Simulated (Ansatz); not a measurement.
Wanted: the native input for an Ansatz 0.2.0 run.

```yaml
Task: single point
Functional: PBE
Potentials_or_basis: Ansatz PAW
Cutoff: "420 eV (not typed: the program's choice for these potentials)"
k_mesh: 8 × 8 × 8
Occupations: gaussian, width 0.011 eV
Spin: no spin polarisation
```

BeTe:

```
Te Be
1.0
     0.00000    2.77000    2.77000
     2.77000    0.00000    2.77000
     2.77000    2.77000    0.00000
Te Be
1 1
Cartesian
  4.1550 4.1550 4.1550
  0.0000 0.0000 0.0000
```

The input as run:

input.yaml

```yaml
crystal:
  lattice:
    - [0.0, 2.77, 2.77]
    - [2.77, 0.0, 2.77]
    - [2.77, 2.77, 0.0]
  atoms:
    - { symbol: Te, position: [0.75, 0.75, 0.75] }
    - { symbol: Be, position: [0.0, 0.0, 0.0] }
hamiltonian:
  xc: pbe
  pseudopotentials: { kind: paw }
kpoints:
  mp_grid: { grid: [8, 8, 8] }
scf:
  occupations: { method: gaussian, width: 0.011 }
output:
  forces: true
  stress: true
  eigenvalues: true
```

Potentials or basis: Ansatz PAW.

The run is started by

```sh
$ ansatz run input.yaml --threads 2 --pin off --max-ram 5632MiB --backend cpu --events-out ev --progress --plain --runs-dir out
```

It gave:

| Quantity | Value |
| --- | --- |
| Pressure | 4.3 GPa |
| Band gap on the k mesh | 1.86 eV, indirect (least direct gap 3.59 eV) |

Caveat: spin-orbit coupling is left out, which moves the levels of the heavy elements.

It took 1.1 s on 2 threads of Arm Neoverse V1 (shared host), peak memory 0.29 GiB.
